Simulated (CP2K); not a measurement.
Runs of CP2K 2026.2 on Ca. It takes space group Fm-3m (No. 225, cubic). The conventional cell has a = 5.588 Å, b = 5.588 Å, c = 5.588 Å, α = 90.00°, β = 90.00°, γ = 90.00°. Ca (site symmetry m-3m) has 12 Ca at 3.95 Å as nearest neighbours. 

| potentials or basis | potentials | gap on the mesh (eV) | pressure (GPa) |
| --- | --- | --- | --- |
| POTENTIAL_UZH Ca GTH-PBE0-q10; DZVP-MOLOPT-SR-GTH basis | Ca GTH-PBE0-q10 of POTENTIAL_UZH | none | 0.9 |
| GTH_POTENTIALS Ca GTH-PBE-q10; DZVP-MOLOPT-SR-GTH basis | Ca GTH-PBE-q10 of GTH_POTENTIALS | none | 0.3 |
| POTENTIAL_UZH Ca GTH-SCAN-q10; DZVP-MOLOPT-SR-GTH basis | Ca GTH-SCAN-q10 of POTENTIAL_UZH | none | 0.3 |
| GTH_POTENTIALS Ca GTH-PADE-q10; DZVP-MOLOPT-SR-GTH basis | Ca GTH-PADE-q10 of GTH_POTENTIALS | none | (a) |
| GTH_POTENTIALS Ca GTH-BLYP-q10; DZVP-MOLOPT-SR-GTH basis | Ca GTH-BLYP-q10 of GTH_POTENTIALS | none | 0.4 |

Alike in all rows: task single point; level PBE; no spin polarisation; cell as given; k mesh 8 × 8 × 8; smearing fermi-dirac 0.05 eV.

Fill in the values left out.

(a) 0.0.

Caveats: the basis of atomic orbitals isn't converged, which shifts pressures, moduli and gaps; the potentials were made for another functional, which shifts forces and pressure (some runs).

A gap of «none» marks a metal or a gap under the smearing width.
